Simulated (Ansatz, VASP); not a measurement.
## One calculation of SiGe, two programs

The input INCAR:

```
SYSTEM = SiGe
PREC     = Accurate       ! precision mode
ENCUT    = 520            ! plane-wave cutoff, eV
EDIFF    = 1E-6           ! SCF threshold, eV
ISMEAR   = 0              ! smearing method
SIGMA    = 0.03           ! smearing width, eV
LREAL    = .False.        ! projectors in reciprocal space
LASPH    = .True.         ! aspherical terms in the spheres
NELM     = 80             ! most SCF steps
ALGO     = Normal         ! electronic algorithm
ISIF     = 2              ! what is computed and relaxed
LWAVE    = .False.        ! write WAVECAR
LCHARG   = .False.        ! write CHGCAR
NBANDS   = 26             ! bands
```

The input KPOINTS:

```
regular mesh
0
Gamma
  12 12 6
  0 0 0
```

Contents of POSCAR:

```
SiGe
1.0
    3.8514875089      0.0000000000      0.0000000000
   -1.9257437545      3.3354860251      0.0000000000
    0.0000000000      0.0000000000      6.9711923911
Si Ge
2 2
Direct
    0.6666666667      0.3333333333      0.8745031008
    0.3333333333      0.6666666667      0.3745031008
    0.6666666667      0.3333333333      0.5004958992
    0.3333333333      0.6666666667      0.0004958992
```

Input for Ansatz:

```yaml
crystal:
  lattice:
    - [3.8514875089, 0.0, 0.0]
    - [-1.9257437545, 3.3354860251, 0.0]
    - [0.0, 0.0, 6.9711923911]
  atoms:
    - { symbol: Si, position: [0.6666666667, 0.3333333333, 0.8745031008] }
    - { symbol: Si, position: [0.3333333333, 0.6666666667, 0.3745031008] }
    - { symbol: Ge, position: [0.6666666667, 0.3333333333, 0.5004958992] }
    - { symbol: Ge, position: [0.3333333333, 0.6666666667, 0.0004958992] }
basis:
  ecutwfc: 420
kpoints:
  mp_grid: { grid: [12, 12, 6] }
hamiltonian:
  xc: lda
  pseudopotentials: { kind: paw, azcp: { folder: soft_1 } }
scf:
  occupations: { method: gaussian, width: 0.03 }
output:
  forces: true
  stress: true
  eigenvalues: true
```

Alike in both runs: task single point; functional LDA; k mesh 12 × 12 × 6; occupations gaussian, width 0.03 eV; no spin polarisation.

|  | VASP | Ansatz |
| --- | --- | --- |
| version | VASP 6.6.1 | Ansatz 0.2.0 |
| potentials or method | VASP PAW LDA potentials, release 64 (Si, Ge_d) | scalar-relativistic, plane waves, PAW |
| plane-wave cutoff (eV) | 520 | 420 |
| valence electrons in the cell | 36 | 36 |

Ansatz gave:

| Property | Result |
| --- | --- |
| gap on the k mesh at the Fermi level (eV) | none |
| pressure (GPa) | -4.5 |
| largest component of the traceless stress (GPa) | 9.00 |
| rms of the force components (eV/Å) | 0.224 |

Problem. What did VASP give for the same quantities?

Solution. gap on the k mesh at the Fermi level (eV): none; pressure (GPa): -4.5; largest component of the traceless stress (GPa): 9.05; rms of the force components (eV/Å): 0.226.

Atom by atom the forces differ by 0.003 eV/Å (rms over components). A gap of «none» marks a metal or a gap that the smearing closes. Ansatz warned: «pseudo_functional_mismatch».
